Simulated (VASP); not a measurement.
Runs of VASP 6.6.1 on C. The cell holds a slab with vacuum, 2 atoms: a = 2.466 Å, b = 2.466 Å, c = 18.034 Å, α = 90.00°, β = 90.00°, γ = 120.00°. The slab is cut from a database's or a generator's crystal, which needn't be the stable form of the element.

```csv
level,potentials or basis,k mesh,grid for exact exchange (PRECFOCK),screening parameter,work function (eV)
LDA,"VASP PAW LDA potentials, release 64 (C)",15 × 15 × 1,-,-,(a)
PBE+D3(BJ),"VASP PAW PBE potentials, release 64 (C)",15 × 15 × 1,-,-,4.25
r2SCAN,"VASP PAW PBE potentials, release 64 (C)",15 × 15 × 1,-,-,4.30
PBE+D3(BJ),"VASP PAW PBE potentials, release 64 (C)",9 × 9 × 1,-,-,4.25
```

Alike in all rows: task band structure; no spin polarisation; cell as given; cutoff (eV) 520; smearing gaussian 0.03 eV.

Question: Estimate the missing entries.

Answer: (a) 4.55.

Not every run made on this cell is shown here.
